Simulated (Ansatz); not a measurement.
`Oc1ccc(O)cc1` + H₂ → `Oc1ccccc1` + H₂O at 500 K and 1 bar (hydrogenolysis of a C–O bond).

Calculated with Ansatz (gas phase, PBE0-D4/def2-TZVP geometries, no zero-point term in ΔE). CBS: MP2 limit from def2 TZ/QZ plus the TZ coupled-cluster correction, frozen cores. This one scheme is used for every species. Each species was taken in one conformer, which may not be the lowest.

```tsv
species	CCSD(T)/CBS energy (Eh)	H − E (kJ/mol)	S (J/(mol·K))
`Oc1ccc(O)cc1`	-382.26520	337.6	408.9
H₂	-1.17544	41.0	145.5
`Oc1ccccc1`	-307.09669	319.0	378.3
H₂O	-76.37941	73.2	206.3
```

H − E and S are ideal-gas, rigid-rotor, harmonic terms from PBE0-D4/def2-TZVP, for one conformer and one mirror image of each species. For small species the MP2-based limit differs from directly extrapolated CCSD(T) by up to some mEh (0.8 for H₂); such offsets cancel only in part. 1 Eh = 2625.50 kJ/mol, R = 8.31446 J/(mol·K).

Question: By hand: ΔE, ΔH, ΔS and ΔG.

Answer: ΔE = (-307.09669) + (-76.37941) − (-382.26520) − (-1.17544) = -0.03546 Eh = -93.1 kJ/mol. Δ(H − E) = 319.0 + 73.2 − 337.6 − 41.0 = 13.6, so ΔH = -79.5 kJ/mol. ΔS = 378.3 + 206.3 − 408.9 − 145.5 = 30.2 J/(mol·K). ΔG = -79.5 − 500 × (30.2)/1000 = -94.6 kJ/mol.

Question: By hand: the equilibrium constant, and the temperature at which ΔG would vanish if ΔH and ΔS stayed fixed.

Answer: log₁₀ K = −ΔG/(RT ln 10) = 9.9. ΔH and −TΔS have one sign here, so there is no such temperature.

ΔH outweighs TΔS. A doubt of 5 kJ/mol in ΔE shifts log₁₀ K by 0.5 here. Other conformers and mirror images would add mixing entropy, several J/(mol·K) or more a flexible species. These are equilibria of isolated gas molecules and say nothing of rates. Largest T1 diagnostic: 0.012 (customary marks: 0.02 for closed shells, 0.045 for open ones).
